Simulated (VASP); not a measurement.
Wanted: the native input for a VASP 6.6.1 run.

* Task: single point
* Functional: PBE
* Potentials or basis: VASP PAW PBE potentials, release 64 (Li_sv)
* Cutoff: 520 eV
* k mesh: 13 × 13 × 13
* Occupations: fermi-dirac, width 0.05 eV
* Spin: no spin polarisation
* Dipole correction: no
* Further INCAR settings: ALGO = Fast; EDIFF = 1e-06; NBANDS = 8

The structure of Li lies in POSCAR:

```
Li
1.0
   -1.7730289567      1.7730289567      1.7730289567
    1.7730289567     -1.7730289567      1.7730289567
    1.7730289567      1.7730289567     -1.7730289567
Li
1
Direct
    0.0000000000      0.0000000000      0.0000000000
```

The cell isn't the ideal one: volume scaled by 1.04.

One way to write it, as run:

INCAR

```
PREC = Accurate
ENCUT = 520
EDIFF = 1E-6
ISMEAR = -1
SIGMA = 0.05
LREAL = False
LASPH = True
NELM = 100
ALGO = Fast
ISIF = 2
LWAVE = False
LCHARG = False
GGA = PE
NBANDS = 8
```

KPOINTS

```
Automatic mesh
0
Gamma
  13 13 13
```

Potentials or basis: VASP PAW PBE potentials, release 64 (Li_sv).

Command:

```console
$ cat potpaw_PBE.64/Li_sv/POTCAR > POTCAR
$ mpirun -np 1 vasp_std > vasp.out
```

It gave:

| Property | Result |
| --- | --- |
| Band gap on the k mesh | none (metal or under the smearing width) |

It took 6.3 s on 1 thread of Intel(R) Xeon(R) Platinum 8488C (Sapphire Rapids), on a shared host, peak memory 0.13 GiB.
